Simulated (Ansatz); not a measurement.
Band table of Hg (hcp type)

```
Hg
1.0
     2.69744    0.00000    0.00000
    -1.34872    2.33605    0.00000
     0.00000    0.00000    4.46896
Hg
2
Direct
  0.33333 0.66667 0.25000
  0.66667 0.33333 0.75000
```

The cell comes from a relaxation on PAW files under the same functional, begun from a prototype that needn't be the stable phase.

Level of theory: DFT with PBE, scalar-relativistic, in Ansatz 0.2.0; a Γ-centred 14×14×8 k mesh, Fermi–Dirac smearing of 0.05 eV, no spin polarisation. LAPW: all electrons, basis error target 1 meV/atom.

This run: volume at 0.45 of the series' base cell.

Spin–orbit coupling is left out, which matters for the heavy atoms. The structure type is held throughout; the real material can change phase at far lower pressure.

Path points, in fractions of the reciprocal vectors: Γ (0.000, 0.000, 0.000), M (0.500, 0.000, 0.000), K (0.333, 0.333, 0.000), A (0.000, 0.000, 0.500), L (0.500, 0.000, 0.500), H (0.333, 0.333, 0.500). Levels in eV from the Fermi level; bands 33 to 50, counted from the lowest band of the run. The gap is zero, the pressure 122.0 GPa.

```
# k(1/Å) point b33 b34 b35 b36 b37 b38 b39 b40 b41 b42 b43 b44 b45 b46 b47 b48 b49 b50
0.000 Γ -15.86 -13.73 -11.06 -10.82 -10.82 -10.44 -10.44 -9.73 -9.73 -8.03 -8.03 -5.84 -1.26 10.99 12.57 13.48 16.17 16.17
0.336 - -15.30 -13.32 -11.32 -10.68 -10.47 -10.44 -10.18 -10.09 -9.95 -9.16 -7.94 -3.97 -1.24 10.93 12.95 13.20 13.89 15.13
0.672 - -13.97 -12.84 -11.45 -11.28 -10.88 -10.39 -9.91 -9.54 -9.43 -9.15 -7.80 -1.03 -1.01 6.42 10.65 12.14 13.83 14.04
1.009 - -13.26 -13.10 -12.44 -10.75 -10.50 -10.33 -10.12 -8.25 -8.03 -7.73 -7.47 0.06 1.12 2.00 7.98 8.39 9.83 12.48
1.345 M -13.41 -13.10 -12.79 -10.89 -10.48 -10.15 -9.47 -7.71 -7.71 -7.47 -4.51 -2.99 2.18 3.73 4.36 6.88 8.48 11.64
1.539 - -13.24 -12.93 -12.77 -10.93 -10.51 -10.12 -9.73 -7.79 -7.73 -7.66 -4.19 -2.89 2.49 3.98 4.03 6.53 8.59 11.46
1.733 - -12.79 -12.73 -12.51 -11.02 -10.59 -10.32 -10.03 -8.08 -7.97 -7.83 -3.41 -2.68 2.68 3.38 4.87 6.22 8.80 10.92
1.927 - -12.70 -12.20 -12.07 -11.04 -10.92 -10.75 -9.85 -8.39 -8.11 -8.03 -2.43 -2.42 0.85 4.79 6.10 6.35 8.68 9.38
2.121 K -12.71 -11.88 -11.88 -11.24 -10.93 -10.93 -9.72 -8.31 -8.31 -8.16 -1.93 -1.93 -0.47 6.37 6.88 6.88 7.56 7.56
2.509 - -12.53 -12.34 -12.02 -11.41 -11.13 -10.40 -10.16 -9.06 -8.04 -7.76 -5.27 0.47 2.26 2.37 3.92 9.45 10.40 10.75
2.898 - -13.38 -12.32 -11.89 -11.69 -10.83 -10.77 -9.87 -9.83 -8.80 -8.21 -7.90 -0.78 0.04 6.17 6.94 11.88 13.65 14.03
3.286 - -15.12 -13.19 -11.41 -10.66 -10.51 -10.29 -10.25 -10.15 -9.92 -9.27 -7.93 -3.53 -1.23 10.94 11.74 13.39 14.29 14.82
3.674 Γ -15.86 -13.73 -11.06 -10.82 -10.82 -10.44 -10.44 -9.73 -9.73 -8.03 -8.03 -5.84 -1.26 10.99 12.57 13.48 16.17 16.17
3.850 - -15.70 -13.70 -11.10 -10.86 -10.86 -10.49 -10.49 -9.61 -9.61 -8.05 -8.05 -6.82 -0.03 10.67 12.95 13.14 15.81 15.81
4.026 - -15.26 -13.66 -11.18 -10.93 -10.93 -10.62 -10.62 -9.30 -9.30 -8.50 -8.13 -8.13 2.41 10.20 12.41 13.08 15.40 15.40
4.201 - -14.63 -13.71 -11.19 -10.95 -10.95 -10.77 -10.77 -9.96 -8.93 -8.93 -8.31 -8.31 5.16 9.60 11.72 12.04 15.40 15.40
4.377 A -14.02 -14.02 -10.89 -10.89 -10.89 -10.89 -10.88 -10.88 -8.58 -8.58 -8.58 -8.58 7.83 7.83 11.40 11.40 15.88 15.88
4.713 - -13.50 -13.50 -11.45 -11.45 -10.80 -10.80 -10.57 -10.57 -8.63 -8.63 -8.26 -8.26 8.12 8.12 11.65 11.65 13.96 13.96
5.050 - -12.88 -12.88 -11.84 -11.84 -10.49 -10.49 -9.87 -9.87 -8.59 -8.59 -7.54 -7.54 7.64 7.64 9.71 9.71 13.95 13.95
5.386 - -13.22 -13.22 -12.16 -12.16 -9.54 -9.54 -8.81 -8.81 -8.00 -8.00 -6.19 -6.19 3.25 3.25 10.07 10.07 11.78 11.78
5.722 L -13.41 -13.41 -12.33 -12.33 -9.54 -9.54 -8.19 -8.19 -7.56 -7.56 -4.20 -4.20 0.08 0.08 10.35 10.35 10.78 10.78
5.916 - -13.26 -13.26 -12.23 -12.23 -9.76 -9.76 -8.33 -8.33 -7.77 -7.77 -3.60 -3.60 0.13 0.13 9.31 9.31 10.63 10.63
6.110 - -12.90 -12.90 -11.95 -11.95 -10.25 -10.25 -8.94 -8.94 -7.85 -7.85 -2.28 -2.28 0.28 0.28 6.83 6.83 11.44 11.44
6.304 - -12.52 -12.52 -11.60 -11.60 -10.67 -10.67 -9.54 -9.54 -7.90 -7.90 -0.76 -0.76 0.59 0.59 4.32 4.32 12.64 12.64
6.498 H -12.34 -12.34 -11.54 -11.54 -10.70 -10.70 -9.78 -9.78 -7.96 -7.96 0.52 0.52 0.60 0.60 2.75 2.75 13.61 13.61
6.887 - -12.63 -12.63 -11.49 -11.49 -10.66 -10.66 -9.88 -9.88 -7.69 -7.69 -3.70 -3.70 3.33 3.33 5.73 5.73 11.48 11.48
7.275 - -12.59 -12.59 -11.56 -11.56 -11.20 -11.20 -9.74 -9.74 -8.13 -8.13 -7.07 -7.07 7.56 7.56 9.33 9.33 10.32 10.32
7.663 - -13.34 -13.34 -11.55 -11.55 -10.86 -10.86 -10.44 -10.44 -8.64 -8.64 -8.16 -8.16 8.20 8.20 11.72 11.72 13.16 13.16
8.051 A -14.02 -14.02 -10.89 -10.89 -10.89 -10.89 -10.88 -10.88 -8.58 -8.58 -8.58 -8.58 7.83 7.83 11.40 11.40 15.88 15.88
```
